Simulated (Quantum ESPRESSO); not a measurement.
# PbO2 (Fm-3m) in Quantum ESPRESSO: settings compared

One crystal, PbO2, is run at these levels: LDA, r2SCAN; tasks: band structure, single point, equation of state.

Everything below comes from runs of Quantum ESPRESSO 7.5. Logs are shortened: lines on timing, memory, paths and dates and some standing lists are left out, and cuts for length are marked.

## Step 1: The crystal as given

The structure is cubic, space group Fm-3m (No. 225). Conventional cell: a = 5.404 Å, b = 5.404 Å, c = 5.404 Å, α = 90.00°, β = 90.00°, γ = 90.00°. Pb (site symmetry m-3m) is surrounded by 8 O at 2.34 Å. Around O (site symmetry -43m) lie 4 Pb at 2.34 Å.

The cell comes from a database or a generator and needn't be the stable form of this composition.

## Step 2: Band structure, LDA

pw.in

```
&CONTROL
  calculation = 'scf'
  prefix = 'pwscf'
  outdir = './tmp'
  pseudo_dir = './pseudo'
  tprnfor = .true.
  tstress = .true.
  disk_io = 'low'
/
&SYSTEM
  ibrav = 0
  nat = 3
  ntyp = 2
  ecutwfc = 45
  ecutrho = 360
  nbnd = 20
  occupations = 'smearing'
  smearing = 'fd'
  degauss = 0.00367493
/
&ELECTRONS
  conv_thr = 6d-10
  electron_maxstep = 120
  mixing_beta = 0.5
/
ATOMIC_SPECIES
Pb   207.2000 pb_lda_v1.uspp.F.UPF
O     15.9990 o_lda_v1.2.uspp.F.UPF
CELL_PARAMETERS angstrom
   0.0000000000    2.7019920000    2.7019920000
   2.7019920000    0.0000000000    2.7019920000
   2.7019920000    2.7019920000    0.0000000000
ATOMIC_POSITIONS crystal
Pb     0.0000000000    0.0000000000    0.0000000000
O      0.7500000000    0.7500000000    0.7500000000
O      0.2500000000    0.2500000000    0.2500000000
K_POINTS automatic
9 9 9 0 0 0
```

bands.in

```
&CONTROL
  calculation = 'bands'
  prefix = 'pwscf'
  outdir = './tmp'
  pseudo_dir = './pseudo'
  disk_io = 'low'
  verbosity = 'high'
/
&SYSTEM
  ibrav = 0
  nat = 3
  ntyp = 2
  ecutwfc = 45
  ecutrho = 360
  nbnd = 20
  occupations = 'smearing'
  smearing = 'fd'
  degauss = 0.00367493
/
&ELECTRONS
  conv_thr = 1d-08
  electron_maxstep = 120
  mixing_beta = 0.5
  diago_full_acc = .true.
  startingwfc = 'random'
/
ATOMIC_SPECIES
Pb   207.2000 pb_lda_v1.uspp.F.UPF
O     15.9990 o_lda_v1.2.uspp.F.UPF
CELL_PARAMETERS angstrom
   0.0000000000    2.7019920000    2.7019920000
   2.7019920000    0.0000000000    2.7019920000
   2.7019920000    2.7019920000    0.0000000000
ATOMIC_POSITIONS crystal
Pb     0.0000000000    0.0000000000    0.0000000000
O      0.7500000000    0.7500000000    0.7500000000
O      0.2500000000    0.2500000000    0.2500000000
K_POINTS crystal
60
 0.0000000000  0.0000000000  0.0000000000 1
 0.0625000000  0.0000000000  0.0625000000 1
 0.1250000000  0.0000000000  0.1250000000 1
 0.1875000000  0.0000000000  0.1875000000 1
 0.2500000000  0.0000000000  0.2500000000 1
 0.3125000000  0.0000000000  0.3125000000 1
 0.3750000000  0.0000000000  0.3750000000 1
 0.4375000000  0.0000000000  0.4375000000 1
 0.5000000000  0.0000000000  0.5000000000 1
 0.5000000000  0.0625000000  0.5625000000 1
 0.5000000000  0.1250000000  0.6250000000 1
 0.5000000000  0.1875000000  0.6875000000 1
 0.5000000000  0.2500000000  0.7500000000 1
 0.4375000000  0.3125000000  0.7500000000 1
 0.3750000000  0.3750000000  0.7500000000 1
 0.3375000000  0.3375000000  0.6750000000 1
 0.3000000000  0.3000000000  0.6000000000 1
 0.2625000000  0.2625000000  0.5250000000 1
 0.2250000000  0.2250000000  0.4500000000 1
 0.1875000000  0.1875000000  0.3750000000 1
 0.1500000000  0.1500000000  0.3000000000 1
 0.1125000000  0.1125000000  0.2250000000 1
 0.0750000000  0.0750000000  0.1500000000 1
 0.0375000000  0.0375000000  0.0750000000 1
 0.0000000000  0.0000000000  0.0000000000 1
 0.0625000000  0.0625000000  0.0625000000 1
 0.1250000000  0.1250000000  0.1250000000 1
 0.1875000000  0.1875000000  0.1875000000 1
 0.2500000000  0.2500000000  0.2500000000 1
 0.3125000000  0.3125000000  0.3125000000 1
 0.3750000000  0.3750000000  0.3750000000 1
 0.4375000000  0.4375000000  0.4375000000 1
 0.5000000000  0.5000000000  0.5000000000 1
 0.5250000000  0.4500000000  0.5250000000 1
 0.5500000000  0.4000000000  0.5500000000 1
 0.5750000000  0.3500000000  0.5750000000 1
 0.6000000000  0.3000000000  0.6000000000 1
 0.6250000000  0.2500000000  0.6250000000 1
 0.5833333333  0.2500000000  0.6666666667 1
 0.5416666667  0.2500000000  0.7083333333 1
 0.5000000000  0.2500000000  0.7500000000 1
 0.5000000000  0.2857142857  0.7142857143 1
 0.5000000000  0.3214285714  0.6785714286 1
 0.5000000000  0.3571428571  0.6428571429 1
 0.5000000000  0.3928571429  0.6071428571 1
 0.5000000000  0.4285714286  0.5714285714 1
 0.5000000000  0.4642857143  0.5357142857 1
 0.5000000000  0.5000000000  0.5000000000 1
 0.4821428571  0.4821428571  0.5357142857 1
 0.4642857143  0.4642857143  0.5714285714 1
 0.4464285714  0.4464285714  0.6071428571 1
 0.4285714286  0.4285714286  0.6428571429 1
 0.4107142857  0.4107142857  0.6785714286 1
 0.3928571429  0.3928571429  0.7142857143 1
 0.3750000000  0.3750000000  0.7500000000 1
 0.6250000000  0.2500000000  0.6250000000 1
 0.5937500000  0.1875000000  0.5937500000 1
 0.5625000000  0.1250000000  0.5625000000 1
 0.5312500000  0.0625000000  0.5312500000 1
 0.5000000000  0.0000000000  0.5000000000 1
```

Potentials or basis: GBRV 1.5 LDA.

On the command line:

```sh
$ OMP_NUM_THREADS=1 mpirun -n 2 pw.x -nk 2 -in pw.in > pw.out
$ OMP_NUM_THREADS=1 mpirun -n 2 pw.x -nk 2 -in bands.in > bands.out
```

pw.out:

```text
This program is part of the open-source Quantum ESPRESSO suite
     for quantum simulation of materials; please cite
[... 13 lines left out ...]
     --------------------
     sticks:   dense  smooth     PW     G-vecs:    dense   smooth      PW
     Sum        1285     649    199                30731    10969    1917

     Using Slab Decomposition

     bravais-lattice index     =            0
     lattice parameter (alat)  =       7.2210  a.u.
     unit-cell volume          =     266.2434 (a.u.)^3
     number of atoms/cell      =            3
     number of atomic types    =            2
     number of electrons       =        26.00
     number of Kohn-Sham states=           20
     kinetic-energy cutoff     =      45.0000  Ry
     charge density cutoff     =     360.0000  Ry
     scf convergence threshold =      6.0E-10
     mixing beta               =       0.5000
     number of iterations used =            8  plain     mixing
     Exchange-correlation= SLA  PZ   NOGX NOGC
                           (   1   1   0   0   0   0   0)

     celldm(1)=   7.221010  celldm(2)=   0.000000  celldm(3)=   0.000000
     celldm(4)=   0.000000  celldm(5)=   0.000000  celldm(6)=   0.000000

     crystal axes: (cart. coord. in units of alat)
               a(1) = (   0.000000   0.707107   0.707107 )
               a(2) = (   0.707107   0.000000   0.707107 )
               a(3) = (   0.707107   0.707107   0.000000 )

     reciprocal axes: (cart. coord. in units 2 pi/alat)
               b(1) = ( -0.707107  0.707107  0.707107 )
               b(2) = (  0.707107 -0.707107  0.707107 )
               b(3) = (  0.707107  0.707107 -0.707107 )

     PseudoPot. # 1 for Pb read from file:
     pb_lda_v1.uspp.F.UPF
     Pseudo is Ultrasoft + core correction, Zval = 14.0
     Generated by new atomic code, or converted to UPF format
     Using radial grid of  899 points,  6 beta functions with:
                l(1) =   0
                l(2) =   0
                l(3) =   1
                l(4) =   1
                l(5) =   2
                l(6) =   2
     Q(r) pseudized with  6 coefficients,  rinner =    1.000   1.000   1.000
                                                       1.000   1.000

     PseudoPot. # 2 for O  read from file:
     o_lda_v1.2.uspp.F.UPF
     Pseudo is Ultrasoft + core correction, Zval =  6.0
     Generated by new atomic code, or converted to UPF format
     Using radial grid of  737 points,  5 beta functions with:
                l(1) =   0
                l(2) =   0
                l(3) =   1
                l(4) =   1
                l(5) =   2
     Q(r) pseudized with  8 coefficients,  rinner =    0.900   0.900   0.900
                                                       0.900   0.900

     atomic species   valence    mass     pseudopotential
     Pb               14.00   207.20000     Pb( 1.00)
     O                 6.00    15.99900     O ( 1.00)

     48 Sym. Ops., with inversion, found

   Cartesian axes

     site n.     atom                  positions (alat units)
         1        Pb     tau(   1) = (   0.0000000   0.0000000   0.0000000  )
         2        O      tau(   2) = (   1.0606602   1.0606602   1.0606602  )
         3        O      tau(   3) = (   0.3535534   0.3535534   0.3535534  )

     number of k points=    35  Fermi-Dirac smearing, width (Ry)=  0.0037
                       cart. coord. in units 2pi/alat
        k(    1) = (   0.0000000   0.0000000   0.0000000), wk =   0.0027435
        k(    2) = (   0.0785674   0.0785674  -0.0785674), wk =   0.0219479
        k(    3) = (   0.1571348   0.1571348  -0.1571348), wk =   0.0219479
        k(    4) = (   0.2357023   0.2357023  -0.2357023), wk =   0.0219479
        k(    5) = (   0.3142697   0.3142697  -0.3142697), wk =   0.0219479
        k(    6) = (   0.1571348   0.0000000  -0.0000000), wk =   0.0164609
[... 27 lines left out ...]
        k(   34) = (  -0.0000000  -0.4714045   0.6285394), wk =   0.0658436
        k(   35) = (  -0.0785674  -0.3928371   0.7071068), wk =   0.0658436

     Dense  grid:    30731 G-vectors     FFT dimensions: (  45,  45,  45)

     Smooth grid:    10969 G-vectors     FFT dimensions: (  32,  32,  32)

     Check: negative core charge=   -0.000003

     Initial potential from superposition of free atoms

     starting charge      25.9982, renormalised to      26.0000

     negative rho (up, down):  1.581E-02 0.000E+00
     Starting wfcs are   17 randomized atomic wfcs +    3 random wfcs

     Self-consistent Calculation

     iteration #  1     ecut=    45.00 Ry     beta= 0.50
     Davidson diagonalization with overlap
     ethr =  1.00E-02,  avg # of iterations =  4.5

     negative rho (up, down):  1.486E-02 0.000E+00

     total energy              =    -228.22735830 Ry
     estimated scf accuracy    <       0.68512728 Ry

     iteration #  2     ecut=    45.00 Ry     beta= 0.50
     Davidson diagonalization with overlap
     ethr =  2.64E-03,  avg # of iterations =  2.0
[... 10 lines left out ...]
     negative rho (up, down):  1.590E-02 0.000E+00

     total energy              =    -228.47973260 Ry
     estimated scf accuracy    <       0.00401945 Ry

     iteration #  4     ecut=    45.00 Ry     beta= 0.50
     Davidson diagonalization with overlap
     c_bands:  2 eigenvalues not converged
     c_bands:  1 eigenvalues not converged
     ethr =  1.55E-05,  avg # of iterations = 11.1

     negative rho (up, down):  1.587E-02 0.000E+00

     total energy              =    -228.48021078 Ry
     estimated scf accuracy    <       0.00044405 Ry

     iteration #  5     ecut=    45.00 Ry     beta= 0.50
     Davidson diagonalization with overlap
     ethr =  1.71E-06,  avg # of iterations =  6.7
[... 33 lines left out ...]
     iteration #  9     ecut=    45.00 Ry     beta= 0.50
     Davidson diagonalization with overlap
     ethr =  3.03E-11,  avg # of iterations =  2.5

     negative rho (up, down):  1.585E-02 0.000E+00

     End of self-consistent calculation

          k = 0.0000 0.0000 0.0000 (  1363 PWs)   bands (ev):

    -8.7656  -6.0615  -6.0615  -6.0615  -5.8097  -5.8097  -5.7841   6.7249
     7.5280   7.5280   7.5280   8.2774   8.2774   8.2774  16.2586  16.2586
    16.2586  18.3673  20.8539  24.8970

          k = 0.0786 0.0786-0.0786 (  1372 PWs)   bands (ev):

    -8.6622  -6.5393  -6.0463  -6.0463  -5.8108  -5.8108  -5.2937   5.7889
     7.2983   7.4161   7.4161   8.2607   8.2607   9.2644  15.9953  16.5156
    16.5156  18.3739  21.7983  24.7817
[... 169 lines left out ...]
          k =-0.0786-0.3928 0.5500 (  1363 PWs)   bands (ev):

    -7.8286  -7.5864  -5.8769  -5.8562  -5.7861  -5.0201  -4.7461   1.6309
     5.0702   6.4074   7.2242   8.9147   9.2116  11.6992  17.2728  17.9898
    18.3836  19.3218  20.0981  24.9296

          k = 0.0000-0.3143 0.4714 (  1356 PWs)   bands (ev):

    -7.7963  -7.6374  -5.8768  -5.8698  -5.8059  -5.2912  -4.5985   1.9899
     5.3356   6.6917   6.9392   8.6643   9.1990  11.6135  16.6766  18.3551
    18.3830  19.1012  20.5372  24.6390

          k =-0.0786-0.5500 0.7071 (  1346 PWs)   bands (ev):

    -7.8876  -7.4554  -5.9196  -5.8079  -5.7614  -5.5619  -4.1171   1.3788
     4.8935   5.4501   8.6451   9.1279   9.4033  11.2801  16.0215  18.3814
    18.7763  19.4540  20.1101  25.7651
[... 7 lines left out ...]
          k =-0.0786-0.3928 0.7071 (  1366 PWs)   bands (ev):

    -7.7497  -7.6743  -5.8875  -5.8093  -5.7895  -5.0130  -4.6435   1.3823
     4.7402   6.5704   7.2262   9.0730   9.4513  11.6232  17.2852  18.2473
    18.3829  18.6751  20.2433  25.2905

     the Fermi energy is     9.4986 ev

!    total energy              =    -228.48027975 Ry
     estimated scf accuracy    <          2.2E-11 Ry
     smearing contrib. (-TS)   =      -0.00042753 Ry
     internal energy E=F+TS    =    -228.47985222 Ry

     The total energy is F=E-TS. E is the sum of the following terms:
     one-electron contribution =     -34.97945874 Ry
     hartree contribution      =      38.34350928 Ry
     xc contribution           =     -77.45234285 Ry
     ewald contribution        =    -154.39155991 Ry

     convergence has been achieved in   9 iterations

     negative rho (up, down):  1.585E-02 0.000E+00

     Forces acting on atoms (cartesian axes, Ry/au):

     atom    1 type  1   force =     0.00000000    0.00000000    0.00000000
     atom    2 type  2   force =     0.00000000    0.00000000    0.00000000
     atom    3 type  2   force =    -0.00000000    0.00000000   -0.00000000

     Total force =     0.000000     Total SCF correction =     0.000000

     Computing stress (Cartesian axis) and pressure

     negative rho (up, down):  1.585E-02 0.000E+00
          total   stress  (Ry/bohr**3)                   (kbar)     P=     -103.92
  -0.00070645   0.00000000  -0.00000000         -103.92        0.00       -0.00
   0.00000000  -0.00070645   0.00000000            0.00     -103.92        0.00
  -0.00000000   0.00000000  -0.00070645           -0.00        0.00     -103.92

=------------------------------------------------------------------------------=
   JOB DONE.
=------------------------------------------------------------------------------=
```

It took 32 s on 2 MPI ranks of Intel Xeon Platinum 8375C at 2.90GHz (Ice Lake), shared host; peak memory 0.26 GiB.

What came out:

```
Free energy            : -3108.6326 eV
Pressure               : -10.4 GPa
Band gap on the k mesh : none (metal or under the smearing width)
```

Levels at the corners of the path, in eV from the Fermi level:
```
point  band 9  band 10  band 11  band 12  band 13  band 14  band 15  band 16  band 17  band 18
    Γ   -1.97    -1.97    -1.97    -1.22    -1.22    -1.22     6.76     6.76     6.76     8.87
    X   -4.54    -4.54    -0.24    -0.13    -0.13     1.54     6.07     8.88     9.11    10.61
    W   -4.84    -2.59    -2.59    -0.39     0.02     2.14     8.37     8.37     8.86     8.89
    K   -4.26    -4.08    -1.31    -0.49    -0.23     2.04     7.41     8.67     8.89    10.13
    Γ   -1.97    -1.97    -1.97    -1.22    -1.22    -1.22     6.76     6.76     6.76     8.87
    L   -3.33    -2.81    -2.81    -1.42    -1.42     2.50     6.93     8.88     9.30     9.30
    U   -4.26    -4.08    -1.31    -0.49    -0.23     2.04     7.41     8.67     8.89    10.13
    W   -4.84    -2.59    -2.59    -0.39     0.02     2.14     8.37     8.37     8.86     8.89
    L   -3.33    -2.81    -2.81    -1.42    -1.42     2.50     6.93     8.88     9.30     9.30
    K   -4.26    -4.08    -1.31    -0.49    -0.23     2.04     7.41     8.67     8.89    10.13
    U   -4.26    -4.08    -1.31    -0.49    -0.23     2.04     7.41     8.67     8.89    10.13
    X   -4.54    -4.54    -0.24    -0.13    -0.13     1.54     6.07     8.88     9.11    10.61
```

Caveat: some levels on the path didn't converge; spin-orbit coupling is left out, which moves the levels of the heavy elements.

(Part 1 of 2 ends here.)
